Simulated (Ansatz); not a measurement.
# Moving the functional in Bi2TeSe2

The cell as given:

```cif
data_structure
_symmetry_space_group_name_H-M 'R-3m:H'
_symmetry_Int_Tables_number 166
_cell_length_a 4.1830
_cell_length_b 4.1830
_cell_length_c 29.1370
_cell_angle_alpha 90.000
_cell_angle_beta 90.000
_cell_angle_gamma 120.000
_cell_volume 441.52
loop_
_atom_site_label
_atom_site_type_symbol
_atom_site_symmetry_multiplicity
_atom_site_Wyckoff_symbol
_atom_site_fract_x
_atom_site_fract_y
_atom_site_fract_z
_atom_site_occupancy
Bi1 Bi 6 c 0.33333 0.66667 0.26861 1
Te1 Te 3 a 0.00000 0.00000 0.00000 1
Se1 Se 6 c 0.66667 0.33333 0.12173 1
```

The cell comes from a database or a generator and needn't be the form met in nature.

Kept alike: task relaxation of cell and atoms; k mesh 7 × 7 × 7; occupations fermi-dirac, width 0.05 eV; no spin polarisation. Program: Ansatz, Ansatz PAW. Cutoffs run from 420 to 500 eV. The mesh is that of the run's cell of 5 atoms. No spin-orbit coupling.

| run | volume (Å³/atom) |
| --- | --- |
| A | 32.037 |
| B | 29.825 |
| C | 28.858 |

The relaxations keep at least the cell's symmetry (R-3m). Relaxations stop with a little pressure left, so the last digits of a volume or edge aren't settled. All rows use potentials made for PBE.

Problem. The runs differ in the functional (and the cutoff that goes with it) alone: LDA; PBEsol; r2SCAN. Which run is which?

Solution. Run A is r2SCAN; run B is PBEsol; run C is LDA. The volume runs from 28.858 (LDA) to 32.037 Å³/atom (r2SCAN).
